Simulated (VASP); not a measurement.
# Au (Fm-3m) in VASP: further runs

Runs on Au. Level: LDA. Tasks: relaxation of the atoms.

All numbers are computed with VASP 6.6.1; they aren't measurements. Logs are shortened: lines on timing, memory, paths and dates and some standing lists are left out, and cuts for length are marked.

## 1. The structure

It takes space group Fm-3m (No. 225, cubic). Conventional cell: a = 4.052 Å, b = 4.052 Å, c = 4.052 Å, α = 90.00°, β = 90.00°, γ = 90.00°. Around Au (site symmetry m-3m) lie 12 Au at 2.87 Å.

## 2. Relaxation of the atoms, LDA (a relaxed cell with its volume scaled by 0.96)

File INCAR:

```
PREC     = Accurate       # precision mode
ENCUT    = 600            # plane-wave cutoff, eV
EDIFF    = 1E-7           # SCF threshold, eV
ISMEAR   = 1              # smearing method
SIGMA    = 0.1            # smearing width, eV
LREAL    = False          # projectors in reciprocal space
LASPH    = True           # aspherical terms in the spheres
NELM     = 80             # most SCF steps
ALGO     = Normal         # electronic algorithm
ISIF     = 2              # what is computed and relaxed
LWAVE    = False          # write WAVECAR
LCHARG   = False          # write CHGCAR
IBRION   = 2              # ionic algorithm
NSW      = 40             # ionic steps
EDIFFG   = -0.01          # ionic threshold
```

File KPOINTS:

```
regular mesh
0
Gamma
  16 16 16
```

File POSCAR:

```
Au                                      
1.0
    0.0000000000      1.9988283691      1.9988283691
    1.9988283691      0.0000000000      1.9988283691
    1.9988283691      1.9988283691      0.0000000000
  Au            
     1
Direct
     0.0000000000000000    0.0000000000000000    0.0000000000000000
```

Potentials or basis: VASP PAW LDA potentials, release 64 (Au).

On the command line:

```bash
$ cat potpaw_LDA.64/Au/POTCAR > POTCAR
$ mpirun -np 1 vasp_std > vasp.out
```

OUTCAR:

```text
PREC = Accurate
   ENCUT = 600
   EDIFF = 1E-7
   ISMEAR = 1
   LREAL = False
   LASPH = True
   NELM = 80
   ISIF = 2
   IBRION = 2
   NSW = 40
   EDIFFG = -0.01

 ion  position               nearest neighbor table
   1  0.000  0.000  0.000-

  LATTYP: Found a face centered cubic cell.
 ALAT       =     3.9976567382

  Lattice vectors:

 A1 = (   0.0000000000,   1.9988283691,   1.9988283691)
 A2 = (   1.9988283691,   0.0000000000,   1.9988283691)
 A3 = (   1.9988283691,   1.9988283691,   0.0000000000)

Analysis of symmetry for initial positions (statically):
=====================================================================
 Subroutine PRICEL returns:
 Original cell was already a primitive cell.

 Routine SETGRP: Setting up the symmetry group for a
 face centered cubic supercell.

 Subroutine GETGRP returns: Found 48 space group operations
 (whereof 48 operations were pure point group operations)
 out of a pool of 48 trial point group operations.

The static configuration has the point symmetry O_h .

Analysis of symmetry for dynamics (positions and initial velocities):
=====================================================================
 Subroutine PRICEL returns:
 Original cell was already a primitive cell.

 Routine SETGRP: Setting up the symmetry group for a
 face centered cubic supercell.

 Subroutine GETGRP returns: Found 48 space group operations
 (whereof 48 operations were pure point group operations)
 out of a pool of 48 trial point group operations.

The dynamic configuration has the point symmetry O_h .

 Subroutine INISYM returns: Found 48 space group operations
 (whereof 48 operations are pure point group operations),
 and found     1 'primitive' translations

----------------------------------------------------------------------------------------

                                     Primitive cell

  volume of cell :      15.9719

  direct lattice vectors                    reciprocal lattice vectors
     0.000000000  1.998828369  1.998828369    -0.250146540  0.250146540  0.250146540
     1.998828369  0.000000000  1.998828369     0.250146540 -0.250146540  0.250146540
     1.998828369  1.998828369  0.000000000     0.250146540  0.250146540 -0.250146540

  length of vectors
     2.826770188  2.826770188  2.826770188     0.433266516  0.433266516  0.433266516

  position of ions in fractional coordinates (direct lattice)
     0.000000000  0.000000000  0.000000000

  ion indices of the primitive-cell ions
   primitive index   ion index
                 1           1

[... 78 lines left out ...]
   ISYM   =      2    0-nonsym 1-usesym 2-fastsym
   POTIM  = 0.5000    time-step for ionic-motion
   TEBEG  =    0.0;   TEEND  =   0.0 temperature during run
   PSTRESS=    0.0 pullay stress
   NELECT =      11.0000    total number of electrons
   NUPDOWN=      -1.0000    fix difference up-down
   EMIN   =  10.00;   EMAX   =-10.00  energy-range for DOS
   EFERMI =   0.00;   METHOD = LEGACY
   ISMEAR =     1;   SIGMA  =   0.10  broadening in eV -4-tet -1-fermi 0-gaus
   EFERMI_NEDOS =   21; number of points for ismear=-14 and -15
   IALGO  =     38    algorithm
   IMIX   =      4    mixing-type and parameters
     AMIX     =   0.40;   BMIX     =  1.00
     AMIX_MAG =   1.60;   BMIX_MAG =  1.00
  volume/ion in A,a.u.               =      15.97       107.78
  Fermi-wavevector in a.u.,A,eV,Ry     =   1.445729  2.732032 28.437977  2.090132
  Thomas-Fermi vector in A             =   2.563878
   LORBIT       =      0    0 simple, 1 ext, 2 COOP (PROOUT), +10 PAW based schemes
   GGA     = CA    functional components
   LHFCALC =     F    Hartree Fock is set to
   AEXX    =    0.0000 exact exchange contribution
   IVDW    =     0    specifies the selected vdW correction
   LEPSILON=     F    determine dielectric tensor
   LRPA    =     F    only Hartree local field effects (RPA)
 conjugate gradient relaxation of ions
 non-spin polarized calculation
 Methfessel and Paxton  Order N= 1 SIGMA  =   0.10
  energy-cutoff  :      600.00
  volume of cell :       15.97
 maximum number of plane-waves:       544
   NGX = 11   NGY = 11   NGZ = 11

 number of electron      11.0000002 magnetization

 Free energy of the ion-electron system (eV)
  ---------------------------------------------------
  ext. energy  EPLUGINS =         0.00000000
  ---------------------------------------------------
  free energy    TOTEN  =        -4.42710762 eV

  energy without entropy =       -4.42690352  energy(sigma->0) =       -4.42703959

 E-fermi :  10.4317     XC(G=0): -13.3609

 val. band max:       10.3426680138   @ k =   0.5000   0.2500   0.1250
 cond. band min:      10.4622631928   @ k =   0.5000   0.3125   0.1250
 fundamental gap:      0.1195951790
 Fermi energy:        10.4317278016

 k-point     1 :       0.0000    0.0000    0.0000
  band No.  band energies     occupation
      1      -0.1983      2.00000
      2       5.3466      2.00000
      3       5.3466      2.00000
      4       5.3466      2.00000
      5       7.0705      2.00000
      6       7.0705      2.00000
      7      24.7939      0.00000
      8      29.1263      0.00000
      9      29.1263      0.00000
[... 265 lines left out ...]
 k-point    24 :      -0.0625    0.0625    0.0000
  band No.  band energies     occupation
      1       0.1838      2.00000
      2       5.1962      2.00000
      3       5.4714      2.00000
      4       5.5102      2.00000
      5       6.9259      2.00000
      6       7.0974      2.00000
      7      25.2745      0.00000
      8      27.4499      0.00000
      9      29.0009      0.00000

 [... further k-points ...]

------------------------ aborting loop because EDIFF is reached ----------------------------------------

  FORCE on cell =-STRESS in cart. coord.  units (eV):
  Direction    XX          YY          ZZ          XY          YZ          ZX
  --------------------------------------------------------------------------------------
  -------------------------------------------------------------------------------------
  Total        0.8840504      0.8840504      0.8840504      0.0000000      0.0000000     -0.0000000
  in kB       88.6811032     88.6811032     88.6811032      0.0000000      0.0000000     -0.0000000
  external PRESSURE =      88.6811032 kB  Pullay stress =       0.0000000 kB

 VOLUME and BASIS-vectors are now :
 -----------------------------------------------------------------------------
  energy-cutoff  :      600.00
  volume of cell :       15.97
      direct lattice vectors                 reciprocal lattice vectors
     0.000000000  1.998828369  1.998828369    -0.250146540  0.250146540  0.250146540
     1.998828369  0.000000000  1.998828369     0.250146540 -0.250146540  0.250146540
     1.998828369  1.998828369  0.000000000     0.250146540  0.250146540 -0.250146540

 POSITION                                       TOTAL-FORCE (eV/Angst)
 -----------------------------------------------------------------------------------
      0.00000      0.00000      0.00000         0.000000      0.000000     -0.000000
 -----------------------------------------------------------------------------------
    total drift:                                0.000000     -0.000000     -0.000000

  FREE ENERGIE OF THE ION-ELECTRON SYSTEM (eV)
  ---------------------------------------------------
  free  energy   TOTEN  =        -4.4271076197 eV

  energy  without entropy=       -4.4269035216  energy(sigma->0) =       -4.42703959

 reached required accuracy - stopping structural energy minimisation
```

OSZICAR:

```text
N       E                     dE             d eps       ncg     rms          rms(c)
DAV:   1     0.487501956365E+02    0.48750E+02   -0.64925E+03  2746   0.124E+03
DAV:   2    -0.429172920620E+01   -0.53042E+02   -0.49803E+02  2699   0.218E+02
DAV:   3    -0.474879883143E+01   -0.45707E+00   -0.45683E+00  3100   0.216E+01
DAV:   4    -0.474993614880E+01   -0.11373E-02   -0.11373E-02  2935   0.111E+00
DAV:   5    -0.474994244599E+01   -0.62972E-05   -0.62977E-05  2944   0.814E-02    0.118E+01
DAV:   6    -0.445838317426E+01    0.29156E+00   -0.88939E-01  2663   0.924E+00    0.713E+00
DAV:   7    -0.443071938580E+01    0.27664E-01   -0.98165E-02  2783   0.297E+00    0.298E+00
DAV:   8    -0.442710722406E+01    0.36122E-02   -0.32277E-03  2760   0.699E-01    0.260E-01
DAV:   9    -0.442710660879E+01    0.61526E-06   -0.83279E-06  2934   0.352E-02    0.973E-03
DAV:  10    -0.442710762019E+01   -0.10114E-05   -0.93395E-07  2892   0.901E-03    0.156E-03
DAV:  11    -0.442710761965E+01    0.53558E-09   -0.17778E-08  1590   0.142E-03
   1 F= -.44271076E+01 E0= -.44270396E+01  d E =-.442711E+01
```

CONTCAR:

```text
Au
   1.00000000000000
     0.0000000000000000    1.9988283690999999    1.9988283690999999
     1.9988283690999999    0.0000000000000000    1.9988283690999999
     1.9988283690999999    1.9988283690999999    0.0000000000000000
  Au
     1
Direct
     0.0000000000000000    0.0000000000000000    0.0000000000000000

  0.00000000E+00  0.00000000E+00  0.00000000E+00
```

It took 13 s on 1 thread of AMD EPYC 9R45 (Zen 5), shared host; peak memory 0.12 GiB.

What came out:

```yaml
Free_energy: -4.4271 eV
Pressure_after_relaxing: 8.9 GPa
Band_gap_on_the_k_mesh: none (metal or under the smearing width)
```

Final structure:
```
Au
1.0
     0.00000    1.99883    1.99883
     1.99883    0.00000    1.99883
     1.99883    1.99883    0.00000
Au
1
Direct
  0.00000 0.00000 0.00000
```

Levels at points of the mesh, in eV from the Fermi level:
```csv
k point,band 3,band 4,band 5,band 6,band 7,band 8,band 9
"(0.00, 0.00, 0.00)",-5.09,-5.09,-3.36,-3.36,14.36,18.69,18.69
"(0.50, 0.00, 0.00)",-5.13,-2.01,-2.01,-1.32,3.41,13.83,17.49
"(0.50, 0.50, 0.00)",-2.05,-1.65,-1.65,0.77,6.29,10.09,10.09
```

Caveat: the relaxation stopped at its first step, so nothing moved. Spin-orbit coupling is left out, which matters for the levels of Au.

## 3. Relaxation of the atoms, LDA (a relaxed cell with its volume scaled by 0.98)

INCAR is that of step 2.

KPOINTS is that of step 2.

File POSCAR:

```
Au                                      
1.0
    0.0000000000      2.0126138280      2.0126138280
    2.0126138280      0.0000000000      2.0126138280
    2.0126138280      2.0126138280      0.0000000000
  Au            
     1
Direct
     0.0000000000000000    0.0000000000000000    0.0000000000000000
```

Potentials or basis: VASP PAW LDA potentials, release 64 (Au).

On the command line:

```bash
$ cat potpaw_LDA.64/Au/POTCAR > POTCAR
$ mpirun -np 1 vasp_std > vasp.out
```

Run time: 13 s. Hardware: 1 thread of AMD EPYC 9R45 (Zen 5), shared host; peak memory 0.12 GiB.

The run converged. Its results:

| Item | Value |
| --- | --- |
| Free energy | -4.4406 eV |
| Pressure after relaxing | 4.1 GPa |
| Band gap on the k mesh | none (metal or under the smearing width) |

Final structure:
```yaml
crystal:
  lattice:
    - [0.00000, 2.01261, 2.01261]
    - [2.01261, 0.00000, 2.01261]
    - [2.01261, 2.01261, 0.00000]
  atoms:
    - { symbol: Au, position: [0.00000, 0.00000, 0.00000] }
```

Levels at points of the mesh, in eV from the Fermi level:
| k point | band 4 | band 5 | band 6 | band 7 | band 8 | band 9 |
| --- | --- | --- | --- | --- | --- | --- |
| (0.00, 0.00, 0.00) | -4.95 | -3.28 | -3.28 | 14.42 | 18.63 | 18.63 |
| (0.50, 0.00, 0.00) | -1.98 | -1.98 | -1.21 | 3.31 | 13.89 | 17.36 |
| (0.50, 0.50, 0.00) | -1.63 | -1.63 | 0.85 | 6.12 | 10.05 | 10.05 |

Caveat: the relaxation stopped at its first step, so nothing moved.

## 4. Relaxation of the atoms, LDA

INCAR is that of step 3.

KPOINTS is that of step 3.

File POSCAR:

```
Au                                      
1.0
    0.0000000000      2.0262129826      2.0262129826
    2.0262129826      0.0000000000      2.0262129826
    2.0262129826      2.0262129826      0.0000000000
  Au            
     1
Direct
     0.0000000000000000    0.0000000000000000    0.0000000000000000
```

Potentials or basis: VASP PAW LDA potentials, release 64 (Au).

On the command line:

```bash
$ cat potpaw_LDA.64/Au/POTCAR > POTCAR
$ mpirun -np 1 vasp_std > vasp.out
```

OUTCAR:

```text
PREC = Accurate
   ENCUT = 600
   EDIFF = 1E-7
   ISMEAR = 1
   LREAL = False
   LASPH = True
   NELM = 80
   ISIF = 2
   IBRION = 2
   NSW = 40
   EDIFFG = -0.01

 ion  position               nearest neighbor table
   1  0.000  0.000  0.000-

  LATTYP: Found a face centered cubic cell.
 ALAT       =     4.0524259652

  Lattice vectors:

 A1 = (   0.0000000000,   2.0262129826,   2.0262129826)
 A2 = (   2.0262129826,   0.0000000000,   2.0262129826)
 A3 = (   2.0262129826,   2.0262129826,   0.0000000000)

Analysis of symmetry for initial positions (statically):
=====================================================================
 Subroutine PRICEL returns:
 Original cell was already a primitive cell.

 Routine SETGRP: Setting up the symmetry group for a
 face centered cubic supercell.

 Subroutine GETGRP returns: Found 48 space group operations
 (whereof 48 operations were pure point group operations)
 out of a pool of 48 trial point group operations.

The static configuration has the point symmetry O_h .

Analysis of symmetry for dynamics (positions and initial velocities):
[... 165 lines left out ...]

 k-point     1 :       0.0000    0.0000    0.0000
  band No.  band energies     occupation
      1      -0.4745      2.00000
      2       4.8551      2.00000
      3       4.8551      2.00000
      4       4.8551      2.00000
      5       6.4604      2.00000
      6       6.4604      2.00000
      7      24.1467      0.00000
      8      28.2404      0.00000
      9      28.2404      0.00000
[... 265 lines left out ...]
 k-point    24 :      -0.0625    0.0625    0.0000
  band No.  band energies     occupation
      1      -0.1065      2.00000
      2       4.7166      2.00000
      3       4.9723      2.00000
      4       5.0086      2.00000
      5       6.3277      2.00000
      6       6.4864      2.00000
      7      24.5800      0.00000
      8      26.5585      0.00000
      9      28.0581      0.00000

 [... further k-points ...]

------------------------ aborting loop because EDIFF is reached ----------------------------------------

  FORCE on cell =-STRESS in cart. coord.  units (eV):
  Direction    XX          YY          ZZ          XY          YZ          ZX
  --------------------------------------------------------------------------------------
  -------------------------------------------------------------------------------------
  Total       -0.0027050     -0.0027050     -0.0027050      0.0000000      0.0000000      0.0000000
  in kB       -0.2604875     -0.2604875     -0.2604875      0.0000000      0.0000000      0.0000000
  external PRESSURE =      -0.2604875 kB  Pullay stress =       0.0000000 kB

 VOLUME and BASIS-vectors are now :
 -----------------------------------------------------------------------------
  energy-cutoff  :      600.00
  volume of cell :       16.64
      direct lattice vectors                 reciprocal lattice vectors
     0.000000000  2.026212983  2.026212983    -0.246765767  0.246765767  0.246765767
     2.026212983  0.000000000  2.026212983     0.246765767 -0.246765767  0.246765767
     2.026212983  2.026212983  0.000000000     0.246765767  0.246765767 -0.246765767

 POSITION                                       TOTAL-FORCE (eV/Angst)
 -----------------------------------------------------------------------------------
      0.00000      0.00000      0.00000        -0.000000      0.000000      0.000000
 -----------------------------------------------------------------------------------
    total drift:                               -0.000000      0.000000     -0.000000

  FREE ENERGIE OF THE ION-ELECTRON SYSTEM (eV)
  ---------------------------------------------------
  free  energy   TOTEN  =        -4.4448017058 eV

  energy  without entropy=       -4.4446457305  energy(sigma->0) =       -4.44474971

 reached required accuracy - stopping structural energy minimisation
```

CONTCAR:

```text
Au
   1.00000000000000
     0.0000000000000000    2.0262129826000002    2.0262129826000002
     2.0262129826000002    0.0000000000000000    2.0262129826000002
     2.0262129826000002    2.0262129826000002    0.0000000000000000
  Au
     1
Direct
     0.0000000000000000    0.0000000000000000    0.0000000000000000

  0.00000000E+00  0.00000000E+00  0.00000000E+00
```

Wall time 13 s (1 thread of AMD EPYC 9R45 (Zen 5), shared host); peak memory 0.12 GiB.

What came out:

```yaml
Free_energy: -4.4448 eV
Pressure_after_relaxing: 0.0 GPa
Band_gap_on_the_k_mesh: none (metal or under the smearing width)
```

Final structure:
```
CELL_PARAMETERS angstrom
0.00000 2.02621 2.02621
2.02621 0.00000 2.02621
2.02621 2.02621 0.00000
ATOMIC_POSITIONS crystal
Au 0.00000 0.00000 0.00000
```

Caveat: the relaxation stopped at its first step, so nothing moved.

[end of part 1 of 2]
